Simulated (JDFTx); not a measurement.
TePb under changes of volume

One of the cells (33.730 Å³/atom); the others are scaled copies at fixed shape and fractional positions:

```
CELL_PARAMETERS angstrom
0.00000 3.23100 3.23100
3.23100 0.00000 3.23100
3.23100 3.23100 0.00000
ATOMIC_POSITIONS crystal
Pb 0.00000 0.00000 0.00000
Te 0.50000 0.50000 0.50000
```

```yaml
Program: JDFTx 1.7.0 (patched build)
Functional: PBEsol
Potentials_or_basis: PseudoDojo-SR-PBEsol-0.4.1-standard with smoothed tails
Cutoff: 1088 eV
Density_cutoff: 8708 eV
k_mesh: 7 × 7 × 7
Occupations: fermi-dirac, width 0.05 eV
Spin: no spin polarisation
```

| volume (Å³/atom) | energy over the lowest point (meV/atom) | pressure (GPa) |
| --- | --- | --- |
| 31.706 | 13.65 | 2.7 |
| 32.380 | 4.71 | 1.5 |
| 33.055 | 0.32 | 0.5 |
| 33.730 | 0.00 | -0.4 |
| 34.404 | 3.32 | -1.2 |
| 35.079 | ? | ? |
| 35.753 | 19.39 | -2.6 |

Question: What does the run at 35.079 Å³/atom give?

Answer: Energy over the lowest point 9.90 meV/atom; pressure -1.9 GPa.

Worked out: A Birch-Murnaghan fit of order 3 (a polynomial in V^(-2/3)) to the other rows has its minimum at 33.45 Å³/atom with B0 = V·E''(V) = 45 GPa and B' = 4.5. It gives 9.90 meV/atom at 35.079 Å³/atom, against the run's 9.90, and -dE/dV = -1.9 GPa, against -1.9.

Energies are extrapolated to zero smearing.
